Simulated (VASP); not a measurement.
# PbS (Galena) (Fm-3m) in VASP: notebook

One crystal, PbS (Galena), is run at these levels: PBEsol; tasks: single point.

Everything below comes from runs of VASP 6.6.1. Logs are shortened: lines on timing, memory, paths and dates and some standing lists are left out, and cuts for length are marked.

## (1) The structure

The structure is cubic, space group Fm-3m (No. 225). The conventional cell has a = 5.931 Å, b = 5.931 Å, c = 5.931 Å, α = 90.00°, β = 90.00°, γ = 90.00°. Around Pb (site symmetry m-3m) lie 6 S at 2.97 Å. S (site symmetry m-3m) is surrounded by 6 Pb at 2.97 Å.

## (2) Single point, PBEsol

Contents of INCAR:

```
SYSTEM = PbS
  PREC = Accurate
  ENCUT = 300
  EDIFF = 1E-7
  ISMEAR = 0
  SIGMA = 0.05
  LREAL = .False.
  LASPH = .True.
  NELM = 100
  ALGO = Normal
  ISIF = 2
  LWAVE = .False.
  LCHARG = .False.
  GGA = PS
  ADDGRID = .False.
```

Contents of KPOINTS:

```
Automatic mesh
0
Gamma
  4 4 4
  0 0 0
```

Contents of POSCAR:

```
PbS
1.0
    0.0000000000      2.9657500000      2.9657500000
    2.9657500000      0.0000000000      2.9657500000
    2.9657500000      2.9657500000      0.0000000000
Pb S
1 1
Direct
    0.0000000000      0.0000000000      0.0000000000
    0.5000000000      0.5000000000      0.5000000000
```

Potentials or basis: VASP PAW PBE potentials, release 64 (Pb_d, S).

Run with:

```console
cat potpaw_PBE.64/Pb_d/POTCAR potpaw_PBE.64/S/POTCAR > POTCAR
mpirun -np 1 vasp_std > vasp.out
```

OUTCAR:

```text
SYSTEM = PbS
   PREC = Accurate
   ENCUT = 300
   EDIFF = 1E-7
   ISMEAR = 0
   LREAL = .False.
   LASPH = .True.
   NELM = 100
   ISIF = 2
   GGA = PS

 Found      8 irreducible k-points:

 Following reciprocal coordinates:
            Coordinates               Weight
  0.000000  0.000000  0.000000      1.000000
  0.250000  0.000000  0.000000      8.000000
  0.500000  0.000000  0.000000      4.000000
  0.250000  0.250000  0.000000      6.000000
  0.500000  0.250000  0.000000     24.000000
 -0.250000  0.250000  0.000000     12.000000
   k-points           NKPTS =      8   k-points in BZ     NKDIM =      8   number of bands    NBANDS=     14
   number of dos      NEDOS =    301   number of ions     NIONS =      2
   total plane-waves  NPLWV =  13824
   dimension x,y,z NGX =    24 NGY =   24 NGZ =   24
   dimension x,y,z NGXF=    48 NGYF=   48 NGZF=   48
   ions per type =               1   1
   NGX,Y,Z   is equivalent  to a cutoff of   9.51,  9.51,  9.51 a.u.
   NGXF,Y,Z  is equivalent  to a cutoff of  19.03, 19.03, 19.03 a.u.
 SYSTEM =  PbS
   PREC   = accura    normal or accurate (medium, high low for compatibility)
   ISTART =      0    job   : 0-new  1-cont  2-samecut
   ICHARG =      2    charge: 1-file 2-atom 10-const
   ISPIN  =      1    spin polarized calculation?
   LNONCOLLINEAR =      F non collinear calculations
   LSORBIT =      F    spin-orbit coupling
   LASPH  =      T    aspherical Exc in radial PAW
   ENCUT  =  300.0 eV  22.05 Ry    4.70 a.u.   5.92  5.92  5.92*2*pi/ulx,y,z
   NELM   =    100;   NELMIN=  2; NELMDL= -5     # of ELM steps
   EDIFF  = 0.1E-06   stopping-criterion for ELM
   LREAL  =      F    real-space projection
   EDIFFG = 0.1E-05   stopping-criterion for IOM
   NSW    =      0    number of steps for IOM
   IBRION =     -1    ionic relax: 0-MD 1-quasi-New 2-CG
   NFREE  =      0    steps in history (QN), initial steepest desc. (CG)
   ISIF   =      2    stress and relaxation
   ISYM   =      2    0-nonsym 1-usesym 2-fastsym
   POTIM  = 0.5000    time-step for ionic-motion
   TEBEG  =    0.0;   TEEND  =   0.0 temperature during run
   PSTRESS=    0.0 pullay stress
   NELECT =      20.0000    total number of electrons
   NUPDOWN=      -1.0000    fix difference up-down
   EMIN   =  10.00;   EMAX   =-10.00  energy-range for DOS
   EFERMI =   0.00;   METHOD = LEGACY
   ISMEAR =     0;   SIGMA  =   0.05  broadening in eV -4-tet -1-fermi 0-gaus
   EFERMI_NEDOS =   21; number of points for ismear=-14 and -15
   IALGO  =     38    algorithm
   IMIX   =      4    mixing-type and parameters
     AMIX     =   0.40;   BMIX     =  1.00
     AMIX_MAG =   1.60;   BMIX_MAG =  1.00
  volume/ion in A,a.u.               =      26.09       176.04
  Fermi-wavevector in a.u.,A,eV,Ry     =   1.189251  2.247359 19.242973  1.414319
  Thomas-Fermi vector in A             =   2.325363
   LORBIT       =      0    0 simple, 1 ext, 2 COOP (PROOUT), +10 PAW based schemes
   GGA     = PS    functional components
   LHFCALC =     F    Hartree Fock is set to
   AEXX    =    0.0000 exact exchange contribution
   IVDW    =     0    specifies the selected vdW correction
   LEPSILON=     F    determine dielectric tensor
   LRPA    =     F    only Hartree local field effects (RPA)
 non-spin polarized calculation
 Gauss-broadening in eV      SIGMA  =   0.05
  energy-cutoff  :      300.00
  volume of cell :       52.17
 maximum number of plane-waves:       636
   NGX = 11   NGY = 11   NGZ = 11

 number of electron      20.0000013 magnetization

 Free energy of the ion-electron system (eV)
  ---------------------------------------------------
  ext. energy  EPLUGINS =         0.00000000
  ---------------------------------------------------
  free energy    TOTEN  =        -9.43977724 eV

  energy without entropy =       -9.43977221  energy(sigma->0) =       -9.43977472

 E-fermi :   5.8131     XC(G=0):  -9.8894

 val. band max:        5.6850886390   @ k =   0.5000   0.0000   0.0000
 cond. band min:       5.9410893318   @ k =   0.5000   0.0000   0.0000
 fundamental gap:      0.2560006928
 Fermi energy:         5.8130889627

 k-point     1 :       0.0000    0.0000    0.0000
  band No.  band energies     occupation
      1     -11.0376      2.00000
      2     -11.0376      2.00000
      3     -11.0376      2.00000
      4     -11.0251      2.00000
      5     -11.0251      2.00000
      6      -7.9182      2.00000
      7      -0.3746      2.00000
      8       3.5164      2.00000
      9       3.5164      2.00000
     10       3.5164      2.00000
     11      10.8465      0.00000
     12      10.8465      0.00000
     13      10.8465      0.00000
     14      12.3408      0.00000

 k-point     2 :       0.2500    0.0000    0.0000
  band No.  band energies     occupation
      1     -11.0434      2.00000
      2     -11.0434      2.00000
      3     -11.0359      2.00000
      4     -11.0114      2.00000
      5     -11.0114      2.00000
      6      -7.4072      2.00000
      7      -1.8060      2.00000
      8       3.6783      2.00000
      9       3.6783      2.00000
     10       4.5047      2.00000
     11       7.9592      0.00000
     12       8.8473      0.00000
     13       8.8473      0.00000
     14      12.4107      0.00000

 k-point     3 :       0.5000    0.0000    0.0000
  band No.  band energies     occupation
      1     -11.0585      2.00000
      2     -11.0585      2.00000
      3     -11.0351      2.00000
      4     -10.9885      2.00000
      5     -10.9885      2.00000
      6      -6.6493      2.00000
      7      -3.2132      2.00000
      8       3.9135      2.00000
      9       3.9135      2.00000
     10       5.6851      1.99971
     11       5.9411      0.00029
     12       7.5837      0.00000
     13       7.5837      0.00000
     14      14.1772      0.00000

 k-point     4 :       0.2500    0.2500    0.0000
  band No.  band energies     occupation
      1     -11.0853      2.00000
      2     -11.0503      2.00000
      3     -11.0115      2.00000
      4     -11.0069      2.00000
      5     -11.0069      2.00000
      6      -7.2137      2.00000
      7      -1.5706      2.00000
      8       2.8407      2.00000
      9       2.8407      2.00000
     10       3.9425      2.00000
     11       8.0640      0.00000
     12      10.3004      0.00000
     13      10.5555      0.00000
     14      10.5555      0.00000

 k-point     5 :       0.5000    0.2500    0.0000
  band No.  band energies     occupation
      1     -11.1175      2.00000
      2     -11.0395      2.00000
      3     -11.0268      2.00000
      4     -10.9986      2.00000
      5     -10.9843      2.00000
      6      -6.4479      2.00000
      7      -2.5381      2.00000
      8       1.8819      2.00000
      9       2.8898      2.00000
     10       3.4410      2.00000
     11       8.4627      0.00000
     12       9.4595      0.00000
     13       9.9331      0.00000
     14      11.9042      0.00000

 k-point     6 :      -0.2500    0.2500    0.0000
  band No.  band energies     occupation
      1     -11.0749      2.00000
      2     -11.0419      2.00000
      3     -11.0237      2.00000
      4     -11.0065      2.00000
      5     -11.0051      2.00000
      6      -6.7194      2.00000
      7      -2.5505      2.00000
      8       1.9442      2.00000
      9       3.7871      2.00000
     10       4.8662      2.00000
     11       7.0461      0.00000
     12       8.0691      0.00000
     13       9.8726      0.00000
     14      13.9120      0.00000

 [... further k-points ...]
[... 5 lines left out ...]
  --------------------------------------------------------------------------------------
  -------------------------------------------------------------------------------------
  Total       -0.4082601     -0.4082601     -0.4082601     -0.0000000      0.0000000      0.0000000
  in kB      -12.5375841    -12.5375841    -12.5375841     -0.0000000      0.0000000      0.0000000
  external PRESSURE =     -12.5375841 kB  Pullay stress =       0.0000000 kB

 VOLUME and BASIS-vectors are now :
 -----------------------------------------------------------------------------
  energy-cutoff  :      300.00
  volume of cell :       52.17
      direct lattice vectors                 reciprocal lattice vectors
     0.000000000  2.965750000  2.965750000    -0.168591419  0.168591419  0.168591419
     2.965750000  0.000000000  2.965750000     0.168591419 -0.168591419  0.168591419
     2.965750000  2.965750000  0.000000000     0.168591419  0.168591419 -0.168591419

 POSITION                                       TOTAL-FORCE (eV/Angst)
 -----------------------------------------------------------------------------------
      0.00000      0.00000      0.00000         0.000000      0.000000      0.000000
      2.96575      2.96575      2.96575         0.000000      0.000000      0.000000
 -----------------------------------------------------------------------------------
    total drift:                                0.000000     -0.000000     -0.000000

  FREE ENERGIE OF THE ION-ELECTRON SYSTEM (eV)
  ---------------------------------------------------
  free  energy   TOTEN  =        -9.4397772370 eV

  energy  without entropy=       -9.4397722124  energy(sigma->0) =       -9.43977472
```

Wall time 2.4 s (1 thread of Intel Xeon 6975P-C (Granite Rapids), shared host); peak memory 0.13 GiB.

The run converged, but some of its settings lie outside the range that counts as converged, so its numbers aren't taken as properties of the crystal.

What came out:

```yaml
Free_energy: -9.4398 eV
Pressure: -1.3 GPa
Band_gap_on_the_k_mesh: 0.26 eV, direct
```

Caveat: the k mesh is coarse (spacing up to 0.46 Å⁻¹), so the values aren't converged; the cutoff is under 1.25 times the usual one of these potentials, so pressure, stress and relaxed cells hold a basis-set (Pulay) error; the PAW data sets were made with another functional, which shifts forces and pressure a little; spin-orbit coupling is left out, which as a rule narrows the gap of such compounds by several tenths of an eV.

## (3) Single point, PBEsol

INCAR: that of step 2 with these lines changed.

```diff
@@ -2,3 +2,3 @@
   PREC = Accurate
-  ENCUT = 300
+  ENCUT = 200
   EDIFF = 1E-7
```

Contents of KPOINTS:

```
Automatic mesh
0
Gamma
  5 5 5
  0 0 0
```

POSCAR is that of step 2.

Potentials or basis: VASP PAW PBE potentials, release 64 (Pb_d, S).

Run with:

```console
cat potpaw_PBE.64/Pb_d/POTCAR potpaw_PBE.64/S/POTCAR > POTCAR
mpirun -np 1 vasp_std > vasp.out
```

Run time: 2 s. Hardware: 1 thread of Intel Xeon 6975P-C (Granite Rapids), shared host; peak memory 0.12 GiB.

The run converged, but a check on its numbers failed (symmetry, net force, bounds or a known fault of this set-up), so they aren't taken as properties of the crystal.

Caveat: the cutoff lies under the usual one of these potentials, so the numbers hold a large basis-set error; this odd mesh misses L, where the gap lies, so gap, dielectric constants and Born charges aren't listed; the PAW data sets were made with another functional, which shifts forces and pressure a little.

## (4) Single point, PBEsol

INCAR: that of step 3 with these lines changed.

```diff
@@ -2,3 +2,3 @@
   PREC = Accurate
-  ENCUT = 200
+  ENCUT = 600
   EDIFF = 1E-7
```

Contents of KPOINTS:

```
Automatic mesh
0
Gamma
  3 3 3
  0 0 0
```

POSCAR is that of step 3.

Run with:

```console
cat potpaw_PBE.64/Pb_d/POTCAR potpaw_PBE.64/S/POTCAR > POTCAR
mpirun -np 1 vasp_std > vasp.out
```

It took 3.7 s on 1 thread of Intel Xeon 6975P-C (Granite Rapids), shared host; peak memory 0.19 GiB.

The run converged, but some of its settings lie outside the range that counts as converged, so its numbers aren't taken as properties of the crystal.

What came out:

* Free energy: -9.5790 eV
* Pressure: -2.0 GPa

Caveat: the k mesh is coarse (spacing up to 0.61 Å⁻¹), so the values aren't converged; this odd mesh misses L, where the gap lies, so gap, dielectric constants and Born charges aren't listed; the PAW data sets were made with another functional, which shifts forces and pressure a little.

## (5) For comparison

An earlier run on the cell as given: functional PBEsol; potentials or basis VASP PAW PBE potentials, release 64 (Pb_d, S); cutoff 520 eV; k mesh 8 × 8 × 8; occupations fermi-dirac, width 0.05 eV; no spin polarisation.

* Pressure: -0.9 GPa
* Band gap on the k mesh: 0.25 eV, direct
